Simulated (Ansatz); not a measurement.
Computed with Ansatz, DFT PBE, scalar-relativistic, plane waves, PAW. Settings of the last relaxation (4-atom cell): 420 eV, 6×6×6 k points, Gaussian smearing of 0.02 eV, no spin polarisation.

Formation energies are uncorrected and count from the elements' standard states at the same level.

Q: Propose a candidate for an orthorhombic wide-gap insulator that holds S and 1 more element, with a gap near 3.0 eV, a formation energy near −0.42 eV/atom and about 28 Å³ per atom, in a cell of 4 atoms.

A: BeS, space group Cmme (No. 67). Be has 2 S at 1.90 Å; around S lie 2 Be at 1.90 Å.

```cif
data_structure
_symmetry_space_group_name_H-M 'Cmme'
_symmetry_Int_Tables_number 67
_cell_length_a 5.5379
_cell_length_b 6.8995
_cell_length_c 5.7960
_cell_angle_alpha 90.000
_cell_angle_beta 90.000
_cell_angle_gamma 90.000
_cell_volume 221.46
loop_
_atom_site_label
_atom_site_type_symbol
_atom_site_symmetry_multiplicity
_atom_site_Wyckoff_symbol
_atom_site_fract_x
_atom_site_fract_y
_atom_site_fract_z
_atom_site_occupancy
Be1 Be 4 e 0.25000 0.75000 0.00000 1
S1 S 4 g 0.50000 0.75000 0.77573 1
```

The volume per atom is 27.7 Å³. The density is 1.2 g/cm³. The energy over the elements is −0.424 eV/atom and the gap on the 6×6×6 mesh of the 4-atom cell is 3.02 eV.

The structure comes from a generated guess, relaxed at this level; another structure or a mixture of phases may lie lower. Other answers may fit too; this one was computed.

Weakly bound directions are ill-defined at this level, which has no dispersion term. Kohn–Sham gaps at this level usually fall short of measured ones. The reference form of S is held partly by dispersion forces, which this level lacks. A structure relaxed within its symmetry needn't be a true minimum.
